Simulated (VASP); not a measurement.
VASP 6.6.1 run: KI

INCAR

```
IBRION = -1
LWAVE = .FALSE.
NBANDS = 6
LCHARG = .FALSE.
EDIFF = 1E-7
ISIF = 2
LREAL = .FALSE.
PREC = Accurate
GGA = PE
LASPH = .TRUE.
NSW = 0
SIGMA = 0.02
NELM = 50
ISMEAR = -1
ENCUT = 520
```

KPOINTS

```
KPOINTS created by Atomic Simulation Environment
0
Gamma
6 6 6
0 0 0
```

POSCAR

```
K  I
 1.0000000000000000
     0.0000000000000000    3.8667467451999999    4.1443295270000000
     3.8667467451999999    0.0000000000000000    4.1443295270000000
     3.8667467451999999    3.8667467451999999    0.0000000000000000
 K   I
   1   1
Cartesian
  0.0000000000000000  0.0000000000000000  0.0000000000000000
  1.9333733726000000  1.9333733726000000  2.0721647635000000
```

The recommended PBE PAW datasets give the neutral cell 16 valence electrons.

Command

```
mpirun -np 1 vasp_std
```

Standard output (part)

```
POSCAR found type information on POSCAR K I
 POSCAR found :  2 types and       2 ions
 LDA part: xc-table for (Slater+PW92), standard interpolation
|     EEEEEEE  RRRRRR   RRRRRR   OOOOOOO  RRRRRR      ###     ###     ###     |
|     E        R     R  R     R  O     O  R     R     ###     ###     ###     |
|     E        R     R  R     R  O     O  R     R     ###     ###     ###     |
|     EEEEE    RRRRRR   RRRRRR   O     O  RRRRRR       #       #       #      |
|     E        R    R   R    R   O     O  R    R      ###     ###     ###     |
|     EEEEEEE  R     R  R     R  OOOOOOO  R     R     ###     ###     ###     |
|     The number of bands is not sufficient to hold all electrons. I am       |
|     sorry, but this calculation does not make sense. If you want to         |
|     calculate only selected states, you need to set either EFERMI or        |
|     EREF. EREF specifies around which energy states are supposed to be      |
|     calculated.                                                             |
|     I found NBANDS = 6, NELECT = 16.                                        |
|       ---->  I REFUSE TO CONTINUE WITH THIS SICK JOB ... BYE!!! <----       |
```

VASP stopped before the first electronic step.

The fault: too few bands.

The run took about 0.8 s on one core of a shared host (Intel Xeon Platinum 8488C).
